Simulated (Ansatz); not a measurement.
# Wurtzite InN

These are HSE06-D3(BJ) (PAW; Ansatz, a first-principles code) values and carry that method's errors.

Settings: plane-wave cutoff 460 eV, 9×9×6 k mesh (along the axes of the cell as run), Fermi–Dirac smearing 0.01 eV, scalar-relativistic PAW data made under PBE.

Cell (relaxed at this level):

```cif
data_In2N2
_chemical_formula_sum 'In2 N2'
_space_group_name_H-M_alt 'P63mc'
_space_group_IT_number 186
_space_group_name_Hall 'P 6c -2c'
_cell_length_a 3.50965
_cell_length_b 3.50965
_cell_length_c 5.65168
_cell_angle_alpha 90.000
_cell_angle_beta 90.000
_cell_angle_gamma 120.000
loop_
_atom_site_label
_atom_site_type_symbol
_atom_site_symmetry_multiplicity
_atom_site_Wyckoff_symbol
_atom_site_fract_x
_atom_site_fract_y
_atom_site_fract_z
_atom_site_occupancy
In1 In 2 b 0.66667 0.33333 0.49961 1
N1 N 2 b 0.33333 0.66667 0.37939 1
```

- band gap: 0.81 eV (on the SCF k mesh)

Measured, for comparison: band gap 0.77 eV (zero-point shift of 0.07 eV (the table's estimate, ZP (est)) added back here, E0, Γ; inputs from arXiv:2302.06325).

Spin–orbit coupling is not included.

Static lattice: no zero-point or thermal effects.

The result took about 25 core-minutes (a rough figure).
